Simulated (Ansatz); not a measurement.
MnAs:

```
As Mn
1.0
     3.71000    0.00000    0.00000
    -1.85500    3.21295    0.00000
     0.00000    0.00000    5.69100
As Mn
2 2
Direct
  0.66667 0.33333 0.75000
  0.33333 0.66667 0.25000
  0.00000 0.00000 0.50000
  0.00000 0.00000 0.00000
```

Base run:

* Program: Ansatz 0.2.0
* Functional: PBEsol
* Potentials or basis: Ansatz PAW
* Cutoff: 420 eV (not typed: the program's choice for these potentials)
* k mesh: 7 × 7 × 4
* Occupations: fermi-dirac, width 0.05 eV
* Spin: collinear spin, ferromagnetic start
* Starting moments: [0.0, 0.0, 3.0, 3.0] μB
* Fixed moment: 6 μB

Its results: pressure -10.0 GPa; site moments As -0.13; Mn +3.03 μB.

Q: After a change of settings the same cell gave: pressure -18.4 GPa; site moments As -0.15; Mn +2.14 μB. Which change was it?
A. fixed moment from 6 μB to 10 μB; moments at the start from [0.0, 0.0, 3.0, 3.0] to [0.0, 0.0, 5.0, 5.0]
B. fixed moment from 6 μB to 4 μB; moments at the start from [0.0, 0.0, 3.0, 3.0] to [0.0, 0.0, 2.0, 2.0]
C. fixed moment from 6 μB to 2 μB; moments at the start from [0.0, 0.0, 3.0, 3.0] to [0.0, 0.0, 1.0, 1.0]
D. fixed moment from 6 μB to 8 μB; moments at the start from [0.0, 0.0, 3.0, 3.0] to [0.0, 0.0, 4.0, 4.0]

A: B.

Caveats: the total moment is fixed, so each spin has its own Fermi level; only a ferromagnetic start was run, and an antiferromagnetic order may lie lower in energy; the PAW data sets come from PBE, with cores solved anew for the run's functional, which leaves a small shift of forces and pressure; the thresholds are loose for stress.

Runs at the PBE level aren't shown here.
